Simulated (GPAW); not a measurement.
# AgBr (Fm-3m) in GPAW: dielectric tensor with PBE

Aim: the dielectric tensor of AgBr with PBE.

Everything below comes from runs of GPAW 26.7.0. Logs are shortened: lines on timing, memory, paths and dates and some standing lists are left out, and cuts for length are marked. The log counts tension as positive stress, the text compression.

**Measured values to compare with.**

A printed reference work, monograph reports, for a bulk crystal of AgBr: high-frequency dielectric constant 4.62.

The results are compared with them further down.

**1. The structure**

The structure is cubic, space group Fm-3m (No. 225). The conventional cell has a = 5.740 Å, b = 5.740 Å, c = 5.740 Å, α = 90.00°, β = 90.00°, γ = 90.00°. Around Ag (site symmetry m-3m) lie 6 Br at 2.87 Å. Br (site symmetry m-3m) has 6 Ag at 2.87 Å as nearest neighbours.

**2. Dielectric tensor, PBE**

The input, run.py:

```python
import numpy as np
from ase import Atoms
from ase.dft.bandgap import bandgap
from ase.io import write
from gpaw import GPAW, PW
from gpaw.response.df import DielectricFunction

atoms = Atoms(['Ag', 'Br'],
              cell=[[0.0, 2.87015, 2.87015],
                    [2.87015, 0.0, 2.87015],
                    [2.87015, 2.87015, 0.0]],
              scaled_positions=[[0.0, 0.0, 0.0],
                                [0.5, 0.5, 0.5]],
              pbc=True)

calc = GPAW(mode=PW(450),
            xc='PBE',
            kpts={'size': (7, 7, 7), 'gamma': True},
            occupations={'name': 'fermi-dirac', 'width': 0.001},
            nbands=23,
            convergence={'density': 1e-06},
            maxiter=150,
            txt='gpaw.txt')
atoms.calc = calc
energy = atoms.get_potential_energy()
calc.write('gs.gpw')
write('result.traj', atoms)
print(f'Energy: {energy:.6f} eV')
print('Fermi level:', round(calc.get_fermi_level(), 4), 'eV')
print(f'Gap: {bandgap(calc)[0]:.4f} eV, direct: {bandgap(calc, direct=True)[0]:.4f} eV')

for size in [(14, 14, 14), (20, 20, 20)]:
    name = 'x'.join(str(n) for n in size)
    dense = calc.fixed_density(kpts={'size': size, 'gamma': True},
                               nbands=38, convergence={'bands': 32, 'eigenstates': 1e-7},
                               update_fermi_level=True, txt=f'dense-{name}.txt')
    dense.write(f'{name}.gpw', mode='all')
    df = DielectricFunction(f'{name}.gpw', frequencies=np.array([0.0]), hilbert=False, eta=0.001,
                            ecut=80, nbands=32, intraband=False, txt=f'df-{name}.txt')
    for xc in ['RPA', 'LR0.2', 'LR0.1']:
        for direction in ['x', 'y', 'z', [0, 1, 1], [1, 0, 1], [1, 1, 0]]:
            e0, e = df.get_macroscopic_dielectric_constant(xc=xc, direction=direction)
            print(f'{name} {xc} {direction}: {e0:.4f} without, {e:.4f} with local fields')
```

Potentials or basis: GPAW PAW data sets (gpaw-data 1.2.1), pw.

On the command line:

```
> OMP_NUM_THREADS=1 python run.py
```

gpaw.txt:

```text
__  _  _
 | _ |_)|_||  |
 |__||  | ||/\| - 26.7.0

Input parameters:
  mode=PW(ecut=450.00000000000006),
  convergence={'density': 1e-06},
  kpts=MonkhorstPack(size=(7, 7, 7), gamma=True),
  maxiter=150,
  nbands=23,
  occupations=Occupations(name='fermi-dirac', width=0.001),
  xc=XC(name='PBE')

Diagonalizing LCAO Hamiltonian
Converting LCAO to pw mode

                Br

       Ag

Atoms  # Å, Bohr magnetons
|   | symbol |        x |        y |        z |    initial magnetic moments |
|---|--------|----------|----------|----------|-----------------------------|
| 0 |     Ag | 0.000000 | 0.000000 | 0.000000 | ( 0.0000,  0.0000,  0.0000) |
| 1 |     Br | 2.870150 | 2.870150 | 2.870150 | ( 0.0000,  0.0000,  0.0000) |

Unit cell  # Å
| periodic |        x |        y |        z |  lengths |    angles |
|----------|----------|----------|----------|----------|-----------|
|      yes | 0.000000 | 2.870150 | 2.870150 | 4.059005 | 60.000000 |
|      yes | 2.870150 | 0.000000 | 2.870150 | 4.059005 | 60.000000 |
|      yes | 2.870150 | 2.870150 | 0.000000 | 4.059005 | 60.000000 |

Number of symmetries: 48
Symmetry operations  # r_c * U_cc + t_c -> r_c
|    | kind |            matrix            |
|----|------|------------------------------|
|  0 |  σ   |  1, 0, 0,  1, 0,-1,  1,-1, 0 |
|  1 |  C2  |  1, 0, 0,  1,-1, 0,  1, 0,-1 |
|  2 |  E   |  1, 0, 0,  0, 1, 0,  0, 0, 1 |
|  3 |  σ   |  1, 0, 0,  0, 0, 1,  0, 1, 0 |
|  4 |  C4  |  1, 0,-1,  1, 0, 0,  1,-1, 0 |
|  5 |  S6  |  1, 0,-1,  1,-1, 0,  1, 0, 0 |
|  6 |  σ   |  1, 0,-1,  0, 1,-1,  0, 0,-1 |
|  7 |  C3  |  1, 0,-1,  0, 0,-1,  0, 1,-1 |
|  8 |  S6  |  1,-1, 0,  1, 0, 0,  1, 0,-1 |
|  9 |  C4  |  1,-1, 0,  1, 0,-1,  1, 0, 0 |
| 10 |  C3  |  1,-1, 0,  0,-1, 1,  0,-1, 0 |
| 11 |  σ   |  1,-1, 0,  0,-1, 0,  0,-1, 1 |
| 12 |  σ   |  0, 1, 0,  1, 0, 0,  0, 0, 1 |
| 13 |  C4  |  0, 1, 0,  0, 1,-1, -1, 1, 0 |
| 14 |  C3  |  0, 1, 0,  0, 0, 1,  1, 0, 0 |
| 15 |  S6  |  0, 1, 0, -1, 1, 0,  0, 1,-1 |
| 16 |  C2  |  0, 1,-1,  1, 0,-1,  0, 0,-1 |
| 17 |  σ   |  0, 1,-1,  0, 1, 0, -1, 1, 0 |
| 18 |  S4  |  0, 1,-1,  0, 0,-1,  1, 0,-1 |
| 19 |  C4  |  0, 1,-1, -1, 1, 0,  0, 1, 0 |
| 20 |  C3  |  0, 0, 1,  1, 0, 0,  0, 1, 0 |
| 21 |  σ   |  0, 0, 1,  0, 1, 0,  1, 0, 0 |
| 22 |  S6  |  0, 0, 1,  0,-1, 1, -1, 0, 1 |
| 23 |  C4  |  0, 0, 1, -1, 0, 1,  0,-1, 1 |
| 24 |  S4  |  0, 0,-1,  1, 0,-1,  0, 1,-1 |
| 25 |  C3  |  0, 0,-1,  0, 1,-1,  1, 0,-1 |
| 26 |  C2  |  0, 0,-1,  0,-1, 0, -1, 0, 0 |
| 27 |  S6  |  0, 0,-1, -1, 0, 0,  0,-1, 0 |
| 28 |  S4  |  0,-1, 1,  1,-1, 0,  0,-1, 0 |
| 29 |  C4  |  0,-1, 1,  0, 0, 1, -1, 0, 1 |
| 30 |  C2  |  0,-1, 1,  0,-1, 0,  1,-1, 0 |
| 31 |  σ   |  0,-1, 1, -1, 0, 1,  0, 0, 1 |
| 32 |  C3  |  0,-1, 0,  1,-1, 0,  0,-1, 1 |
| 33 |  S6  |  0,-1, 0,  0, 0,-1, -1, 0, 0 |
| 34 |  S4  |  0,-1, 0,  0,-1, 1,  1,-1, 0 |
| 35 |  C2  |  0,-1, 0, -1, 0, 0,  0, 0,-1 |
| 36 |  C2  | -1, 1, 0,  0, 1, 0,  0, 1,-1 |
| 37 |  S6  | -1, 1, 0,  0, 1,-1,  0, 1, 0 |
| 38 |  S4  | -1, 1, 0, -1, 0, 1, -1, 0, 0 |
| 39 |  C3  | -1, 1, 0, -1, 0, 0, -1, 0, 1 |
| 40 |  S6  | -1, 0, 1,  0, 0, 1,  0,-1, 1 |
| 41 |  C2  | -1, 0, 1,  0,-1, 1,  0, 0, 1 |
| 42 |  C3  | -1, 0, 1, -1, 1, 0, -1, 0, 0 |
| 43 |  S4  | -1, 0, 1, -1, 0, 0, -1, 1, 0 |
| 44 |  C2  | -1, 0, 0,  0, 0,-1,  0,-1, 0 |
| 45 |  i   | -1, 0, 0,  0,-1, 0,  0, 0,-1 |
| 46 |  σ   | -1, 0, 0, -1, 1, 0, -1, 0, 1 |
| 47 |  C2  | -1, 0, 0, -1, 0, 1, -1, 1, 0 |

BZ-sampling:
  Number of BZ points: 343
  Number of IBZ points: 20

  Monkhorst-Pack size: [7, 7, 7]
  Monkhorst-Pack shift: [0, 0, 0]

K-points  # in reciprocal-cell coordinates
|     |                                coordinates |     weight |
|-----|--------------------------------------------|------------|
|   0 | (  0.00000000,   0.00000000,   0.00000000) | 0.00291545 |
|   1 | (  0.14285714,   0.14285714,   0.00000000) | 0.01749271 |
|   2 | (  0.14285714,   0.14285714,   0.14285714) | 0.02332362 |
|   3 | (  0.28571429,   0.14285714,   0.14285714) | 0.03498542 |
|   4 | (  0.28571429,   0.28571429,   0.00000000) | 0.01749271 |
|   5 | (  0.28571429,   0.28571429,   0.14285714) | 0.06997085 |
|   6 | (  0.28571429,   0.28571429,   0.28571429) | 0.02332362 |
|   7 | (  0.42857143,  -0.28571429,  -0.28571429) | 0.03498542 |
|   8 | (  0.42857143,   0.28571429,  -0.42857143) | 0.13994169 |
|   9 | (  0.42857143,   0.28571429,  -0.28571429) | 0.06997085 |
| ... |                                            |            |
|  19 | (  0.42857143,   0.42857143,   0.42857143) | 0.02332362 |

Plane wave coefficients: 1032
Cutoff: 450.00000000000006 eV

Spin-components: 1 (collinear spins)
Bands:           23
Projectors:      11
Spin-degeneracy: 2
Datatype:        complex128

Parallelization:
  kpt:    1
  domain: 1
  band:   1

Density:
  Valence electrons: 24.0
  Components: 1
  Grid points: [20 20 20]
  Charge: 0.0  # |e|

Potential:
  Grid points: [20 20 20]

species:
  Ag:
    name:    Silver
    Z:       47.0
    valence: 17
    core:    30
    charge:  0.0  # [|e|]
    compensation charges:
      type: gauss
      rc: 0.40  # [Å]
      lmax: 2
    cutoffs:
      filter: 2.35  # [Å]
      core: 2.19  # [Å]
    projectors
    | kind |    occ | energy [eV] | rcut [Å] |
    |------|--------|-------------|----------|
    |   5s |  1.000 |      -4.401 |    1.286 |
    |   4p |  6.000 |     -58.577 |    1.328 |
    |   5p |  0.000 |      -0.738 |    1.328 |
    |   4d | 10.000 |      -7.446 |    1.180 |
    |    s |        |      22.811 |    1.286 |
    |    d |        |      19.766 |    1.180 |

    Using partial waves for Ag as LCAO basis

  Br:
    name:    Bromine
    Z:       35.0
    valence: 7
    core:    28
    charge:  0.0  # [|e|]
    compensation charges:
      type: gauss
      rc: 0.35  # [Å]
      lmax: 2
    cutoffs:
      filter: 1.98  # [Å]
      core: 2.38  # [Å]
    projectors
    | kind |    occ | energy [eV] | rcut [Å] |
    |------|--------|-------------|----------|
    |   4s |  2.000 |     -20.121 |    1.111 |
    |   4p |  5.000 |      -7.861 |    1.111 |
    |    s |        |       7.091 |    1.111 |
    |    p |        |      19.351 |    1.111 |
    |    d |        |       0.000 |    1.111 |

    Using partial waves for Br as LCAO basis

Reference energy: -215500.074083  # eV

eigensolver:
  PPCG
  Converge bands: occupied
  niter=2

density mixing:
  MSR1-Mixer
  Pratt-step length: 0.05
  Maximum mixing coefficient: 0.75
  Old densities: 10
  SVD Regularization: 0.005
  Good broyden scale: 1.0
  Trust region scale: 1.0
  Backstep threshold: 4.0
  History deletion threshold: 6.0
  Fourier metric: weight=20.0, sigma=0.015

occupation numbers:
  Fermi-Dirac:
    width: 0.0010  # eV

poisson solver:
  ecut: 3600.0000000000005  # eV

xc functional:
  name: PBE with 2 nearest neighbor stencil

convergence criteria:
- Maximum integral of absolute [dens]ity change: 1e-06 electrons / valence electron
- Maximum [total energy] change in last 3 cyles: 0.0005 eV / valence electron
- Maximum integral of absolute [eigenst]ate change: 4e-08 eV^2 / valence electron
maximum number of iterations: 150

SCF iterations
|iter     | |      energy | eigst |  dens |
|---------|-|-------------|-------|-------|
|iter:   1| |   -5.173717 | -0.88 |       |
|iter:   2| |   -5.149912 | -3.18 | -1.61 |
|iter:   3| |   -5.072026 | -2.68 | -1.65 |
|iter:   4| |   -5.071568 | -4.12 | -2.10 |
|iter:   5| |   -5.071609c| -4.60 | -2.52 |
|iter:   6| |   -5.071638c| -6.07 | -3.21 |
|iter:   7| |   -5.071643c| -7.08 | -3.75 |
|iter:   8| |   -5.071643c| -7.90c| -5.00 |
|iter:   9| |   -5.071643c| -8.77c| -5.46 |
|iter:  10| |   -5.071643c| -9.94c| -6.61c|

Converged in 10 steps
Energy contributions relative to reference atoms: (reference = -215500.074083)

Energy contributions:
  Kinetic:          12.356873
  Coulomb:         -11.731058
  Zero:              0.022031
  External:          0.000000
  Xc:               -5.719489
  Entropy:          -0.000000
  Spinorbit:         0.000000
  ----------------------------
  Free energy:      -5.071643
  Extrapolated:     -5.071643

dipole moment: (-17.528918, -17.528918, -17.528918)  # |e|*Ang

Fermi level: 4.534
Eigenvalues  # (at kpt = [0.000, 0.000, 0.000])
| band index |      eig [eV] | occ [0-2] |
|------------|---------------|-----------|
|          0 |       -49.475 |     2.000 |
|        ... |               |           |
|          4 |         1.374 |     2.000 |
|          5 |         1.374 |     2.000 |
|          6 |         1.374 |     2.000 |
|          7 |         1.375 |     2.000 |
|          8 |         1.375 |     2.000 |
|          9 |         2.213 |     2.000 |
[... 8 lines left out ...]
|         18 |        16.012 |     0.000 |
|         19 |        16.012 |     0.000 |
|        ... |               |           |
|         22 |        21.665 |     0.000 |

Gap: 0.729 eV
Transition (v -> c):
  (s=0, k=19, n=11, [0.43, 0.43, 0.43]) -> (s=0, k=0, n=12, [0.00, 0.00, 0.00])
Direct/indirect transitions are different
Direct gap: 2.615 eV
Transition at: (s=0, k=0, n=11, [0.00, 0.00, 0.00])
# Writing to gs.gpw (mode='')
```

It took 3.9 min on 1 thread of Arm Neoverse V2, shared host; peak memory 0.59 GiB.

Results:

```yaml
Free_energy: -5.0716 eV
Band_gap_on_the_k_mesh: 0.73 eV, indirect (least direct gap 2.61 eV)
Electronic_dielectric_tensor_diagonal: 5.72
```

Electronic dielectric tensor:
```
5.72 0.00 0.00
0.00 5.72 0.00
0.00 0.00 5.72
```

Caveat: the long-wavelength limit can be off by several per cent where d states take part.

**3. Comparison with measurements**

Step 2. A measured high-frequency dielectric constant of AgBr is 4.62 (a printed reference work, monograph); the calculated 5.72 misses it by +23.8 %.
